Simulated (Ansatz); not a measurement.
# TiAl: one atom moved over a plane

Aim: for TiAl, map the energy of atom 1 (Ti) over a plane.

Method: DFT PBEsol, scalar-relativistic, plane waves, PAW, in Ansatz 0.2.0.

## 1. Starting point

It takes space group P4/mmm (No. 123, tetragonal). Conventional cell: a = 2.837 Å, b = 2.837 Å, c = 4.059 Å, α = 90.00°, β = 90.00°, γ = 90.00°. Ti (site symmetry 4/mmm) has 4 Ti at 2.84 Å and 8 Al at 2.85 Å as nearest neighbours. Al (site symmetry 4/mmm) is surrounded by 4 Al at 2.84 Å and 8 Ti at 2.85 Å.

Structure file:

```cif
data_structure
_symmetry_space_group_name_H-M 'P 1'
_symmetry_Int_Tables_number 1
_cell_length_a 2.8373
_cell_length_b 2.8373
_cell_length_c 4.0591
_cell_angle_alpha 90.000
_cell_angle_beta 90.000
_cell_angle_gamma 90.000
_cell_volume 32.68
loop_
_atom_site_label
_atom_site_type_symbol
_atom_site_fract_x
_atom_site_fract_y
_atom_site_fract_z
_atom_site_occupancy
Ti1 Ti 0.00000 0.00000 0.00000 1
Al1 Al 0.50000 0.50000 0.50000 1
```

The cell is taken as given, not relaxed at this level.

## 2. The reference cell

Reference values: F = -2999.2623 eV; pressure -3.93 GPa; largest force 0.000 eV/Å; gap on the mesh none (metal). It was computed beforehand with the settings of the runs below.

## 3. The scan: one atom moved over a plane

Atom 1 (Ti) is moved by p along (0.707, 0.707, 0.000) and q along (0.000, 0.000, 1.000) (Å), all else fixed; its images in the other cells move with it. Points alike by symmetry are run once.

## 4. Point p = -0.200, q = -0.200

Contents of input.yaml:

```yaml
crystal:
  lattice:
    - [2.8373, 0.0, 0.0]
    - [0.0, 2.8373, 0.0]
    - [0.0, 0.0, 4.0591]
  atoms:
    - { symbol: Ti, position: [-0.0498436388, -0.0498436388, -0.0492720061] }
    - { symbol: Al, position: [0.5, 0.5, 0.5] }
basis:
  ecutwfc: 420
kpoints:
  mp_grid: { grid: [16, 16, 12] }
hamiltonian:
  xc: pbesol
scf:
  occupations: { method: gaussian, width: 0.15 }
output:
  forces: true
  stress: true
  eigenvalues: true
```

The run is started by

```console
> ansatz run input.yaml --threads 1 --pin off --max-ram 2560MiB --backend cpu --events-out ev --progress --plain --runs-dir out
```

Standard output, cut to the lines that bear on the results:

```text
Warning: RAYON_NUM_THREADS=1 ignored (pool sized by the plan → 1); use --threads N
[...]
Pseudopotentials: kind: paw
Pseudopotential: Ti, paw, valence charge 12, recommended cutoff 420 eV (normal), Ti.paw.azcp
Pseudopotential: Al, paw, valence charge 3, recommended cutoff 420 eV (normal), Al.paw.azcp
Functional definition: PBEsol
[...]
Crystal: 2 atoms, lattice volume = 32.677 Å³
Basis set: ecut = 420 eV, 657 PW (Γ), exchange–correlation on 40×40×60 points (8 copies of the dense FFT grid, shifted against one another)
Bands: 12, of which v1, the nominal top of the filled ones, is band 8 counted from 1 (7 counted from 0)
Symmetry: 2 space group operations
Space group: Cm (ITA 8), of the structure as read, at distance tolerance 3.2e-5 Å
k-points: 826 of 3072 (time reversal used)
[...]
SCF iter   1: F=—  HF=-2999.057708 eV  |F-HF|=—  |Δ(HF+E_count)|=         —  Δρ=4.42e-3  dr2=4.98e-3  ethr=1.77e-3  ⟨swp⟩=4.9  Hψ=49373  notcnv=0
[...]
SCF iter   6: F=-2999.056079 eV  HF=-2999.056079 eV  |F-HF|=5.33e-9  |Δ(HF+E_count)|=   2.66e-7  Δρ=1.29e-5  dr2=3.75e-8  ethr=6.67e-10  ⟨swp⟩=2.8  Hψ=33524  notcnv=0
[...]
SCF converged after 6 iterations
Free energy (F): -2999.056079 eV
[...]
E sigma→0 (E₀):  -2999.045753 eV
Entropy (-TS):   -0.020650 eV (-10.325 meV/atom)
Fermi energy:    10.773557 eV
[...]
--- Forces (eV/Å), atoms counted from 1 ---
  atom   1  Ti     0.67955912     0.67955912     1.22601250
  atom   2  Al    -0.67955058    -0.67955058    -1.22603315
[...]
--- Stress (GPa, compression-positive) ---
       -1.975941       0.770383       2.324430
        0.770383      -1.975941       2.324430
        2.324430       2.324430       0.610835
  P = ⅓ Tr σ = -1.1137 GPa (-11.137 kbar)
--- Band table (eV; the first three rows and the last of 826) ---
  k-point 0: bands = ["-45.5729", "-22.0750", "-21.6566", "-21.6559", "1.8172", "8.8266", "9.9131", "10.6442", "12.8900", "12.9022", "14.0073", "16.8882"]
[...]
```

It took 58 s on 1 thread of Intel Xeon at 2.50GHz (Skylake/Cascade Lake), shared host; peak memory 0.69 GiB.

## 5. Point p = -0.200, q = 0.000

input.yaml, as its differences from that of step 4:

```diff
@@ -6,3 +6,3 @@
   atoms:
-    - { symbol: Ti, position: [-0.0498436388, -0.0498436388, -0.0492720061] }
+    - { symbol: Ti, position: [-0.0498436388, -0.0498436388, 0.0] }
     - { symbol: Al, position: [0.5, 0.5, 0.5] }
```

The run is started by

```console
> ansatz run input.yaml --threads 1 --pin off --max-ram 2560MiB --backend cpu --events-out ev --progress --plain --runs-dir out
```

Standard output, cut to the lines that bear on the results:

```text
[...]
SCF converged after 6 iterations
Free energy (F): -2999.176232 eV
[...]
E sigma→0 (E₀):  -2999.165653 eV
Entropy (-TS):   -0.021160 eV (-10.580 meV/atom)
Fermi energy:    10.774722 eV
[...]
--- Forces (eV/Å), atoms counted from 1 ---
  atom   1  Ti     0.61250000     0.61250000     0.00000000
  atom   2  Al    -0.61249004    -0.61249004     0.00000000
[...]
--- Stress (GPa, compression-positive) ---
       -3.734113       0.634735       0.000000
        0.634735      -3.734113       0.000000
        0.000000       0.000000      -1.395148
  P = ⅓ Tr σ = -2.9545 GPa (-29.545 kbar)
--- Band table (eV; the first three rows and the last of 511) ---
  k-point 0: bands = ["-45.5908", "-22.0903", "-21.6680", "-21.6680", "1.8055", "8.9337", "9.9497", "10.4955", "12.9194", "12.9288", "14.0188", "16.9342"]
[...]
```

It took 40 s on 1 thread of Intel Xeon at 2.50GHz (Skylake/Cascade Lake), shared host; peak memory 0.55 GiB.

## 6. At p = 0.000, q = -0.200

input.yaml, as its differences from that of step 5:

```diff
@@ -6,3 +6,3 @@
   atoms:
-    - { symbol: Ti, position: [-0.0498436388, -0.0498436388, 0.0] }
+    - { symbol: Ti, position: [0.0, 0.0, -0.0492720061] }
     - { symbol: Al, position: [0.5, 0.5, 0.5] }
```

The run is started by

```console
> ansatz run input.yaml --threads 1 --pin off --max-ram 2560MiB --backend cpu --events-out ev --progress --plain --runs-dir out
```

Standard output, cut to the lines that bear on the results:

```text
Warning: RAYON_NUM_THREADS=1 ignored (pool sized by the plan → 1); use --threads N
[...]
[... 4 set-up lines as earlier in the session ...]
[...]
Crystal: 2 atoms, lattice volume = 32.677 Å³
Basis set: ecut = 420 eV, 657 PW (Γ), exchange–correlation on 40×40×60 points (8 copies of the dense FFT grid, shifted against one another)
Bands: 12, of which v1, the nominal top of the filled ones, is band 8 counted from 1 (7 counted from 0)
Symmetry: 8 space group operations
Space group: P4mm (ITA 99), of the structure as read, at distance tolerance 3.2e-5 Å
k-points: 315 of 3072 (time reversal used)
[...]
SCF iter   1: F=—  HF=-2999.152990 eV  |F-HF|=—  |Δ(HF+E_count)|=         —  Δρ=4.50e-3  dr2=4.89e-3  ethr=1.77e-3  ⟨swp⟩=4.9  Hψ=18835  notcnv=0
[...]
SCF iter   6: F=-2999.151407 eV  HF=-2999.151407 eV  |F-HF|=1.19e-8  |Δ(HF+E_count)|=   3.59e-7  Δρ=1.34e-5  dr2=4.79e-8  ethr=6.67e-10  ⟨swp⟩=3.0  Hψ=12943  notcnv=0
[...]
SCF converged after 6 iterations
Free energy (F): -2999.151407 eV
[...]
E sigma→0 (E₀):  -2999.141195 eV
Entropy (-TS):   -0.020425 eV (-10.212 meV/atom)
Fermi energy:    10.791832 eV
[...]
--- Forces (eV/Å), atoms counted from 1 ---
  atom   1  Ti     0.00000000     0.00000000     1.13063323
  atom   2  Al     0.00000000     0.00000000    -1.13065400
[...]
--- Stress (GPa, compression-positive) ---
       -2.486585       0.000000      -0.000000
        0.000000      -2.486585       0.000000
       -0.000000       0.000000      -1.486993
  P = ⅓ Tr σ = -2.1534 GPa (-21.534 kbar)
--- Band table (eV; the first three rows and the last of 315) ---
  k-point 0: bands = ["-45.5782", "-22.0783", "-21.6588", "-21.6588", "1.8154", "8.8340", "9.9239", "10.6551", "12.8918", "12.8918", "14.0067", "16.9388"]
[...]
```

It took 28 s on 1 thread of Intel Xeon at 2.50GHz (Skylake/Cascade Lake), shared host; peak memory 0.46 GiB.

## 7. At p = -0.200, q = -0.100

input.yaml, as its differences from that of step 6:

```diff
@@ -6,3 +6,3 @@
   atoms:
-    - { symbol: Ti, position: [0.0, 0.0, -0.0492720061] }
+    - { symbol: Ti, position: [-0.0498436388, -0.0498436388, -0.0246360031] }
     - { symbol: Al, position: [0.5, 0.5, 0.5] }
@@ -20 +20,5 @@
   eigenvalues: true
+  write_density: true
+  write_potential: true
+  elf: true
+  volumetric_format: npy
```

The run is started by

```console
> ansatz run input.yaml --threads 1 --pin off --max-ram 2560MiB --backend cpu --events-out ev --progress --plain --runs-dir out
```

Standard output, cut to the lines that bear on the results:

```text
Warning: RAYON_NUM_THREADS=1 ignored (pool sized by the plan → 1); use --threads N
[...]
[... 4 set-up lines as earlier in the session ...]
[...]
Crystal: 2 atoms, lattice volume = 32.677 Å³
Basis set: ecut = 420 eV, 657 PW (Γ), exchange–correlation on 40×40×60 points (8 copies of the dense FFT grid, shifted against one another)
Bands: 12, of which v1, the nominal top of the filled ones, is band 8 counted from 1 (7 counted from 0)
[... 2 set-up lines as earlier in the session ...]
k-points: 826 of 3072 (time reversal used)
[...]
SCF iter   1: F=—  HF=-2999.148084 eV  |F-HF|=—  |Δ(HF+E_count)|=         —  Δρ=4.20e-3  dr2=4.26e-3  ethr=1.77e-3  ⟨swp⟩=4.9  Hψ=49256  notcnv=0
[...]
SCF iter   7: F=-2999.146628 eV  HF=-2999.146628 eV  |F-HF|=1.70e-9  |Δ(HF+E_count)|=   3.40e-8  Δρ=2.71e-6  dr2=3.08e-9  ethr=6.67e-10  ⟨swp⟩=6.9  Hψ=43754  notcnv=0
[...]
SCF converged after 7 iterations
Free energy (F): -2999.146628 eV
[...]
E sigma→0 (E₀):  -2999.136078 eV
Entropy (-TS):   -0.021101 eV (-10.550 meV/atom)
Fermi energy:    10.774561 eV
[...]
--- Forces (eV/Å), atoms counted from 1 ---
  atom   1  Ti     0.62890985     0.62890985     0.59456891
  atom   2  Al    -0.62890644    -0.62890644    -0.59457651
[...]
--- Stress (GPa, compression-positive) ---
       -3.303362       0.668077       1.149423
        0.668077      -3.303362       1.149423
        1.149423       1.149423      -0.868241
  P = ⅓ Tr σ = -2.4917 GPa (-24.917 kbar)
--- Band table (eV; the first three rows and the last of 826) ---
  k-point 0: bands = ["-45.5860", "-22.0862", "-21.6647", "-21.6646", "1.8085", "8.9054", "9.9410", "10.5345", "12.9122", "12.9224", "14.0164", "16.9226"]
[...]
```

Run time: 92 s. Hardware: 1 thread of Intel Xeon at 2.50GHz (Skylake/Cascade Lake), shared host; peak memory 0.67 GiB.

Axes a, b and c in the maps are those of this run's conventional cell (a, b, c = 4.013, 4.013, 4.059 Å).

Density in a lattice plane of the grid's cell (edges 4.01 and 4.06 Å, at 0.000 of the third edge), which holds Ti and Al.

Ten even steps from ' ' (0.06 e/Å³) to '@' (10.03 e/Å³):
```
@@##==..                            ..::++%%@@@@
##++--..                              ..==**%%%%
==--..                                ..::--==++
....                                      ......
                                                
                                                
                                                
                                                
                                                
                                                
                                                
                                                
                                                
                                                
                                                
                                                
....                                      ......
==--..                                ..::--==++
##++--..                              ::==**%%%%
@@##==..                            ..::++%%@@@@
```
Columns run along the first of these edges and rows up along the second, over one cell in 24 and 20 even steps from the bottom left corner. Atoms in the plane (fractional): Ti at (0.95, 0.98), Al at (0.50, 0.50).

ELF in the same plane.

Ten even steps from '0' (0.02) to '9' (0.77):
```
157521124677764211366410
577421135678775311357643
876311246788887421246777
653112367899998642123566
211113578999999864211222
001134678877777876532110
112345676532224577654221
233456664200000256765433
334456642001210036776554
444555541002320025777654
444455542001210035776654
334455653100000246776544
223445666532223567765432
111245678877777887643211
001124678999999876421110
211112468999999763211223
653111357899997632124566
886311236788876421246788
577521124677764211367643
157521124567654211366400
```
Columns run along the first of these edges and rows up along the second, over one cell in 24 and 20 even steps from the bottom left corner. Atoms in the plane (fractional): Ti at (0.95, 0.98), Al at (0.50, 0.50).

Both are smooth fields of the valence electrons: close to the nuclei they are not physical.

Outside the cores ELF peaks at 0.77 beside Al, off the lines to its neighbours, 1.1 Å from Al.

## 8. p = -0.100, q = -0.200

Contents of input.yaml:

```yaml
crystal:
  lattice:
    - [2.8373, 0.0, 0.0]
    - [0.0, 2.8373, 0.0]
    - [0.0, 0.0, 4.0591]
  atoms:
    - { symbol: Ti, position: [-0.0249218194, -0.0249218194, -0.0492720061] }
    - { symbol: Al, position: [0.5, 0.5, 0.5] }
basis:
  ecutwfc: 420
kpoints:
  mp_grid: { grid: [16, 16, 12] }
hamiltonian:
  xc: pbesol
scf:
  occupations: { method: gaussian, width: 0.15 }
output:
  forces: true
  stress: true
  eigenvalues: true
```

The run is started by

```console
> ansatz run input.yaml --threads 1 --pin off --max-ram 2560MiB --backend cpu --events-out ev --progress --plain --runs-dir out
```

Standard output, cut to the lines that bear on the results:

```text
[...]
SCF converged after 6 iterations
Free energy (F): -2999.127721 eV
[...]
E sigma→0 (E₀):  -2999.117486 eV
Entropy (-TS):   -0.020471 eV (-10.235 meV/atom)
Fermi energy:    10.787235 eV
[...]
--- Forces (eV/Å), atoms counted from 1 ---
  atom   1  Ti     0.33566308     0.33566308     1.15408211
  atom   2  Al    -0.33565876    -0.33565876    -1.15410443
[...]
--- Stress (GPa, compression-positive) ---
       -2.355866       0.195271       1.142458
        0.195271      -2.355866       1.142458
        1.142458       1.142458      -0.967064
  P = ⅓ Tr σ = -1.8929 GPa (-18.929 kbar)
--- Band table (eV; the first three rows and the last of 826) ---
  k-point 0: bands = ["-45.5768", "-22.0774", "-21.6582", "-21.6580", "1.8159", "8.8322", "9.9212", "10.6524", "12.8913", "12.8945", "14.0069", "16.9255"]
[...]
```

It took 69 s on 1 thread of Intel Xeon at 2.50GHz (Skylake/Cascade Lake), shared host; peak memory 0.69 GiB.

## 9. Point p = -0.100, q = 0.000

input.yaml, as its differences from that of step 8:

```diff
@@ -6,3 +6,3 @@
   atoms:
-    - { symbol: Ti, position: [-0.0249218194, -0.0249218194, -0.0492720061] }
+    - { symbol: Ti, position: [-0.0249218194, -0.0249218194, 0.0] }
     - { symbol: Al, position: [0.5, 0.5, 0.5] }
```

The run is started by

```console
> ansatz run input.yaml --threads 1 --pin off --max-ram 2560MiB --backend cpu --events-out ev --progress --plain --runs-dir out
```

Standard output, cut to the lines that bear on the results:

```text
Warning: RAYON_NUM_THREADS=1 ignored (pool sized by the plan → 1); use --threads N
[...]
[... 4 set-up lines as earlier in the session ...]
[...]
Crystal: 2 atoms, lattice volume = 32.677 Å³
Basis set: ecut = 420 eV, 657 PW (Γ), exchange–correlation on 40×40×60 points (8 copies of the dense FFT grid, shifted against one another)
Bands: 12, of which v1, the nominal top of the filled ones, is band 8 counted from 1 (7 counted from 0)
Symmetry: 4 space group operations
Space group: Amm2 (ITA 38), of the structure as read, at distance tolerance 3.2e-5 Å
k-points: 511 of 3072 (time reversal used)
[...]
the search or the solves at the SCF's close seem to have found levels that the self-consistency loop had missed (the run counts 1). By its estimate they hold under 1e-12 electrons; where the run keeps them, the occupations were computed again with them
[...]
SCF converged after 6 iterations
Free energy (F): -2999.240877 eV
[...]
E sigma→0 (E₀):  -2999.230483 eV
Entropy (-TS):   -0.020789 eV (-10.394 meV/atom)
Fermi energy:    10.786483 eV
[...]
--- Forces (eV/Å), atoms counted from 1 ---
  atom   1  Ti     0.30316973     0.30316973     0.00000000
  atom   2  Al    -0.30316354    -0.30316354     0.00000000
[...]
--- Stress (GPa, compression-positive) ---
       -4.068223       0.162970       0.000000
        0.162970      -4.068223       0.000000
        0.000000       0.000000      -2.924774
  P = ⅓ Tr σ = -3.6871 GPa (-36.871 kbar)
--- Band table (eV; the first three rows and the last of 511) ---
  k-point 0: bands = ["-45.5949", "-22.0935", "-21.6699", "-21.6699", "1.8049", "8.9394", "9.9567", "10.5034", "12.9175", "12.9200", "14.0192", "16.9770"]
[...]
```

Run time: 56 s. Hardware: 1 thread of Intel Xeon at 2.50GHz (Skylake/Cascade Lake), shared host; peak memory 0.55 GiB.

## 10. At p = 0.000, q = -0.100

input.yaml, as its differences from that of step 9:

```diff
@@ -6,3 +6,3 @@
   atoms:
-    - { symbol: Ti, position: [-0.0249218194, -0.0249218194, 0.0] }
+    - { symbol: Ti, position: [0.0, 0.0, -0.0246360031] }
     - { symbol: Al, position: [0.5, 0.5, 0.5] }
```

The run is started by

```console
> ansatz run input.yaml --threads 1 --pin off --max-ram 2560MiB --backend cpu --events-out ev --progress --plain --runs-dir out
```

Standard output, cut to the lines that bear on the results:

```text
Warning: RAYON_NUM_THREADS=1 ignored (pool sized by the plan → 1); use --threads N
[...]
[... 4 set-up lines as earlier in the session ...]
[...]
Crystal: 2 atoms, lattice volume = 32.677 Å³
Basis set: ecut = 420 eV, 657 PW (Γ), exchange–correlation on 40×40×60 points (8 copies of the dense FFT grid, shifted against one another)
Bands: 12, of which v1, the nominal top of the filled ones, is band 8 counted from 1 (7 counted from 0)
[... 2 set-up lines as earlier in the session ...]
k-points: 315 of 3072 (time reversal used)
[...]
SCF iter   1: F=—  HF=-2999.236421 eV  |F-HF|=—  |Δ(HF+E_count)|=         —  Δρ=4.31e-3  dr2=4.28e-3  ethr=1.77e-3  ⟨swp⟩=4.9  Hψ=18833  notcnv=0
[...]
SCF iter   7: F=-2999.234953 eV  HF=-2999.234953 eV  |F-HF|=2.53e-9  |Δ(HF+E_count)|=   4.27e-8  Δρ=2.98e-6  dr2=4.10e-9  ethr=6.67e-10  ⟨swp⟩=4.2  Hψ=10835  notcnv=0
[...]
SCF converged after 7 iterations
Free energy (F): -2999.234953 eV
[...]
E sigma→0 (E₀):  -2999.224607 eV
Entropy (-TS):   -0.020692 eV (-10.346 meV/atom)
Fermi energy:    10.790686 eV
[...]
--- Forces (eV/Å), atoms counted from 1 ---
  atom   1  Ti     0.00000000     0.00000000     0.54885990
  atom   2  Al     0.00000000     0.00000000    -0.54886855
[...]
--- Stress (GPa, compression-positive) ---
       -3.767265       0.000000      -0.000000
        0.000000      -3.767265       0.000000
       -0.000000       0.000000      -2.921176
  P = ⅓ Tr σ = -3.4852 GPa (-34.852 kbar)
--- Band table (eV; the first three rows and the last of 315) ---
  k-point 0: bands = ["-45.5916", "-22.0904", "-21.6674", "-21.6674", "1.8075", "8.9129", "9.9506", "10.5452", "12.9107", "12.9107", "14.0165", "16.9787"]
[...]
```

Run time: 27 s. Hardware: 1 thread of Intel Xeon at 2.50GHz (Skylake/Cascade Lake), shared host; peak memory 0.46 GiB.

## 11. At p = -0.100, q = -0.100

input.yaml, as its differences from that of step 10:

```diff
@@ -6,3 +6,3 @@
   atoms:
-    - { symbol: Ti, position: [0.0, 0.0, -0.0246360031] }
+    - { symbol: Ti, position: [-0.0249218194, -0.0249218194, -0.0246360031] }
     - { symbol: Al, position: [0.5, 0.5, 0.5] }
```

The run is started by

```console
> ansatz run input.yaml --threads 1 --pin off --max-ram 2560MiB --backend cpu --events-out ev --progress --plain --runs-dir out
```

Standard output, cut to the lines that bear on the results:

```text
[...]
SCF converged after 7 iterations
Free energy (F): -2999.212989 eV
[...]
E sigma→0 (E₀):  -2999.202592 eV
Entropy (-TS):   -0.020793 eV (-10.396 meV/atom)
Fermi energy:    10.786555 eV
[...]
--- Forces (eV/Å), atoms counted from 1 ---
  atom   1  Ti     0.31118186     0.31118186     0.56013682
  atom   2  Al    -0.31117995    -0.31117995    -0.56014596
[...]
--- Stress (GPa, compression-positive) ---
       -3.647676       0.170386       0.565022
        0.170386      -3.647676       0.565022
        0.565022       0.565022      -2.413246
  P = ⅓ Tr σ = -3.2362 GPa (-32.362 kbar)
--- Band table (eV; the first three rows and the last of 826) ---
  k-point 0: bands = ["-45.5902", "-22.0893", "-21.6667", "-21.6667", "1.8077", "8.9110", "9.9481", "10.5425", "12.9110", "12.9137", "14.0165", "16.9640"]
[...]
```

Run time: 64 s. Hardware: 1 thread of Intel Xeon at 2.50GHz (Skylake/Cascade Lake), shared host; peak memory 0.69 GiB.

## 12. Results of the scan

Energy above the undisturbed cell in eV/cell; points alike by symmetry are filled in, and a dash was not computed:

| p \ q | -0.200 | -0.100 | 0.000 | 0.100 | 0.200 |
| --- | --- | --- | --- | --- | --- |
| -0.200 | 0.206 | 0.116 | 0.086 | 0.116 | 0.206 |
| -0.100 | 0.135 | 0.049 | 0.021 | 0.049 | 0.135 |
| 0.000 | 0.111 | 0.027 | 0.000 | 0.027 | 0.111 |
| 0.100 | 0.135 | 0.049 | 0.021 | 0.049 | 0.135 |
| 0.200 | 0.206 | 0.116 | 0.086 | 0.116 | 0.206 |

Pressure in GPa:

```
 p \ q  -0.200  -0.100  0.000  0.100  0.200
-0.200    -1.1    -2.5   -3.0   -2.5   -1.1
-0.100    -1.9    -3.2   -3.7   -3.2   -1.9
 0.000    -2.2    -3.5   -3.9   -3.5   -2.2
 0.100    -1.9    -3.2   -3.7   -3.2   -1.9
 0.200    -1.1    -2.5   -3.0   -2.5   -1.1
```

## 13. What came out

| quantity | value |
| --- | --- |
| highest point | 0.206 eV/cell at (p, q) = (-0.200, -0.200) |
| lowest point away from the origin | 0.021 eV/cell at (-0.100, 0.000) |

In words: No computed point lies below the origin. Read as harmonic, the points at ±0.100 Å give force constants of 4.28 eV/Å² along p and 5.46 eV/Å² along q: the atom moves more easily along p.
